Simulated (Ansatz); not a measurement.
**Strain and field gradients in Ge**

Cell: an entry of the Crystallography Open Database (COD), its atoms then relaxed with PBE in this cell.

```
CELL_PARAMETERS angstrom
5.93000 0.00000 0.00000
0.00000 5.93000 0.00000
0.00000 0.00000 6.98000
ATOMIC_POSITIONS crystal
Ge 0.08990 0.08990 0.00000
Ge 0.41010 0.58990 0.75000
Ge 0.91010 0.91010 0.50000
Ge 0.58990 0.41010 0.25000
Ge 0.17234 0.36912 0.25950
Ge 0.13088 0.67234 0.00950
Ge 0.82766 0.63088 0.75950
Ge 0.86912 0.32766 0.50950
Ge 0.67234 0.13088 0.99050
Ge 0.63088 0.82766 0.24050
Ge 0.32766 0.86912 0.49050
Ge 0.36912 0.17234 0.74050
```

Atoms are numbered from 1 in the order listed; like atoms form one site, named after its first atom.

Computed with Ansatz: DFT, PBE, plane waves and PAW, scalar-relativistic, 420 eV cutoff, Γ-centred 8×8×7 k-points, Fermi–Dirac smearing 0.02 eV.

The cell is stretched along z (the third Cartesian axis of the run's cell), x and y held, and the ions relax again each time.

| strain along z (%) | Ge1: V along z (10²¹ V/m²) | Ge5: V along z (10²¹ V/m²) |
| --- | --- | --- |
| -3 | -2.02 | -0.71 |
| -2 | -1.92 | -0.69 |
| -1 | -1.80 | -0.68 |
| 0 | -1.65 | -0.64 |
| +1 | -1.54 | -0.58 |
| +2 | -1.41 | -0.54 |
| +3 | ? | ? |

(1) Estimate the row at +3 % from the others.

Results:

(1) Ge1: -1.29; Ge5: -0.50. Worked for Ge1: a straight line through the other 6 rows has a slope of 0.123 × 10²¹ V/m² per per cent of strain and gives -1.29 at +3 %, against -1.29 from the run, so the response is nearly linear here. Worked for Ge5: a straight line through the other 6 rows has a slope of 0.034 × 10²¹ V/m² per per cent of strain and gives -0.52 at +3 %, against -0.50 from the run; over all rows the step per per cent runs from 0.024 at the compressed end to 0.042 at the stretched end.
